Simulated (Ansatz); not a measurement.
A run of Ansatz 0.2.0:

The input input.yaml:

```yaml
crystal:
  lattice:
    - [2.5340966698, 0.0, 0.0]
    - [-1.2670483349, 2.1945920917, 0.0]
    - [0.0, 0.0, 4.112571]
  atoms:
    - { symbol: Cu, position: [0.6666666667, 0.3333333333, 0.75] }
    - { symbol: Cu, position: [0.3333333333, 0.6666666667, 0.25] }
kpoints:
  mp_grid: { grid: [12, 12, 7] }
  band_path:
    path:
      - [0.0, 0.0, 0.0]
      - [0.5, 0.0, 0.0]
      - [0.3333333333, 0.3333333333, 0.0]
      - [0.0, 0.0, 0.0]
      - [0.0, 0.0, 0.5]
      - [0.5, 0.0, 0.5]
      - [0.3333333333, 0.3333333333, 0.5]
      - [0.0, 0.0, 0.5]
    npoints: 12
scf:
  occupations: { method: fermi_dirac, width: 0.05 }
hamiltonian:
  xc: pbesol
  pseudopotentials: { kind: all_electron, lapw: { basis_error: 0.001 } }
output:
  forces: true
  stress: true
  eigenvalues: true
```

Potentials or basis: all-electron LAPW, scalar-relativistic.

Command:

```console
$ ansatz run input.yaml --threads 1 --pin off --max-ram 3072MiB --backend cpu --events-out ev --progress --plain --runs-dir out
```

Hardware: 1 thread of Intel(R) Xeon(R) Processor @ 2.50GHz (Skylake/Cascade Lake), with other jobs on the host.

How long does it take, and how much memory?

It took 41 s on 1 thread of Intel(R) Xeon(R) Processor @ 2.50GHz (Skylake/Cascade Lake), with other jobs on the host, peak memory 0.39 GiB. Counts: scf iterations 7, plane waves 287, k points 76, bands 23.
